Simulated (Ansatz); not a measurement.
(211) slab cut from the bulk of Si$_{2}$W, I4/mmm (No. 139); the slab's formula is Si2W:

```xyz
24
Lattice="4.5149 0.0000 0.0000 1.0888 6.3106 0.0000 0.0000 0.0000 25.8328" Properties=species:S:1:pos:R:3 pbc="T T T"
Si    1.1166    3.8745    7.5000
W     3.3728    2.6482    7.9729
Si    1.1142    1.4220    8.4458
Si    3.4007    0.2121    8.9124
W     2.2308    5.2965    9.3853
Si    4.4871    4.0702    9.8582
Si    2.2586    2.8604   10.3248
W     4.5149    1.6341   10.7978
Si    2.2563    0.4079   11.2707
Si    1.1166    5.5086   11.7373
W     3.3728    4.2824   12.2102
Si    1.1142    3.0561   12.6831
Si    3.4007    1.8463   13.1497
W     1.1420    0.6200   13.6226
Si    4.4871    5.7044   14.0955
Si    2.2586    4.4945   14.5621
W     4.5149    3.2683   15.0350
Si    2.2563    2.0420   15.5079
Si    4.5427    0.8322   15.9745
W     3.3728    5.9165   16.4474
Si    1.1142    4.6903   16.9204
Si    3.4007    3.4804   17.3869
W     1.1420    2.2542   17.8599
Si    3.3983    1.0279   18.3328
```

Level of theory: DFT r2SCAN, scalar-relativistic, plane waves, PAW in Ansatz 0.2.0. Settings: cutoff 500 eV, Γ-centred mesh 8×6×1 on the computed 24-atom cell, Gaussian smearing of 0.10 eV; no spin polarisation. A dipole correction removes the field between periodic images along c.

**Question.** What forces act on the atoms?

**Answer.**
```tsv
atom	Fx (eV/Å)	Fy (eV/Å)	Fz (eV/Å)
Si1	-0.267	-0.758	0.414
W2	0.797	0.617	2.045
Si3	-0.202	0.120	-0.285
Si4	0.258	0.499	-0.414
W5	-0.322	-0.157	0.496
Si6	-0.093	-0.202	-1.258
Si7	-0.052	-0.219	-0.689
W8	-0.094	-0.030	0.525
Si9	0.028	0.097	-0.269
Si10	0.082	0.035	-0.421
W11	-0.087	0.054	-0.058
Si12	0.051	0.006	0.012
Si13	-0.051	-0.006	-0.012
W14	0.087	-0.054	0.058
Si15	-0.082	-0.035	0.421
Si16	-0.028	-0.097	0.269
W17	0.094	0.030	-0.525
Si18	0.052	0.219	0.689
Si19	0.093	0.202	1.258
W20	0.322	0.157	-0.496
Si21	-0.258	-0.499	0.414
Si22	0.202	-0.120	0.285
W23	-0.797	-0.617	-2.045
Si24	0.267	0.758	-0.414
```

Spin–orbit coupling is left out, which can shift energies with elements as heavy as these.

Cost: 1 run of about 9.2 core-minutes, on AMD EPYC 7R43 (Zen 3) (shared hosts).